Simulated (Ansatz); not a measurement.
Nuclear-site quantities of AgBr as the cell is scaled

```xyz
2
Lattice="0.0000 2.8861 2.8861 2.8861 0.0000 2.8861 2.8861 2.8861 0.0000" Properties=species:S:1:pos:R:3 pbc="T T T"
Ag    2.8861    2.8861    2.8861
Br    0.0000    0.0000    0.0000
```

Atom numbers follow the list: Ag1, Br2.

The cell is COD entry 9011682, as deposited and not checked against the literature; nothing was relaxed.

All numbers below come from DFT, PBE, all-electron PAW with datasets made for the crystal, scalar-relativistic (Ansatz 0.2.0).

Sampling and basis: a Γ-centred 7×7×7 k mesh, Fermi–Dirac smearing of 0.03 eV, cutoff 260 eV (chosen by the program for this cell), no spin polarisation.

The contact density is the mean electron density over the nuclear volume; its changes follow the s electrons' response to bonding and compression. Changes below are taken from the unscaled cell, where it is 948354 e/Å³ at Ag1, 293322 e/Å³ at Br2.

Volumes at which the program chose other datasets or cutoffs are left out.

```tsv
V/V(cell)	P (GPa)	Δρ(0) Ag1 (e/Å³)	Δρ(0) Br2 (e/Å³)
0.9400	4.9	?	0.08
0.9600	3.6	?	0.06
0.9800	2.5	1.36	0.03
0.9900	2.0	0.67	0.02
1.0000	1.5	0.00	0.00
1.0100	1.1	?	-0.02
```

Task: What belongs in the row "0.9400", column "Δρ(0) Ag1 (e/Å³)"?

Result: 4.18.

Task: Fill in "Δρ(0) Ag1 (e/Å³)" for the row "1.0100".

Result: -0.74.

Task: What belongs in the row "0.9600", column "Δρ(0) Ag1 (e/Å³)"?

Result: 2.79.

The datasets are made afresh for each cell, so very small changes are uncertain.
